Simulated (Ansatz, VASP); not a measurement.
This is a calculation of RbCl for Ansatz 0.2.0.

File input.yaml:

```yaml
crystal:
  lattice:
    - [0.0, 3.274, 3.274]
    - [3.274, 0.0, 3.274]
    - [3.274, 3.274, 0.0]
  atoms:
    - { symbol: Rb, position: [-0.011786, 0.00202, 0.006022] }
    - { symbol: Cl, position: [0.485676, 0.497328, 0.50592] }
hamiltonian:
  xc: pbe
  pseudopotentials: { kind: paw }
kpoints:
  mp_grid: { grid: [7, 7, 7] }
scf:
  occupations: { method: fermi_dirac, width: 0.05 }
output:
  forces: true
  stress: true
  eigenvalues: true
```

Potentials or basis: Ansatz PAW.

Command:

```bash
$ ansatz run input.yaml --threads 1 --pin off --max-ram 3584MiB --backend cpu --events-out ev --progress --plain --runs-dir out
```

Task: Set up the same calculation for VASP 6.6.1. Potentials there: VASP PAW PBE potentials, release 64 (Rb_sv, Cl).

Result: As run (the cutoff follows the program's own potentials):

The input INCAR:

```
  PREC = Accurate
  ENCUT = 520
  EDIFF = 1E-7
  ISMEAR = -1
  SIGMA = 0.05
  LREAL = False
  LASPH = True
  NELM = 80
  ALGO = Normal
  ISIF = 2
  LWAVE = False
  LCHARG = False
  GGA = PE
  NBANDS = 15
```

Contents of KPOINTS:

```
Automatic mesh
0
Gamma
  7 7 7
```

Contents of POSCAR:

```
RbCl
1.0
    0.0000000000      3.2740000000      3.2740000000
    3.2740000000      0.0000000000      3.2740000000
    3.2740000000      3.2740000000      0.0000000000
Rb Cl
1 1
Direct
   -0.0117860000      0.0020200000      0.0060220000
    0.4856760000      0.4973280000      0.5059200000
```

Potentials or basis: VASP PAW PBE potentials, release 64 (Rb_sv, Cl).

Run with:

```console
$ cat potpaw_PBE.64/Rb_sv/POTCAR potpaw_PBE.64/Cl/POTCAR > POTCAR
$ mpirun -np 1 vasp_std > vasp.out
```

Both were run:

|  | VASP | Ansatz | Ansatz less VASP |
| --- | --- | --- | --- |
| gap on the k mesh at the Fermi level (eV) | 5.05 | 5.05 | +0.003 |
| least direct gap on the mesh (eV) | 5.05 | 5.05 | +0.003 |
| pressure (GPa) | 1.2 | 1.2 | -0.01 |
| rms of the force components (eV/Å) | 0.023 | 0.023 | -0.0003 |

Atom by atom the forces differ by 0.000 eV/Å (rms over components).

Caveats: an odd mesh through Γ misses points on the zone boundary, where band edges often lie (VASP); odd divisions of the mesh miss points on the zone boundary, where band edges often lie, so the gap on the mesh can be too wide (Ansatz).
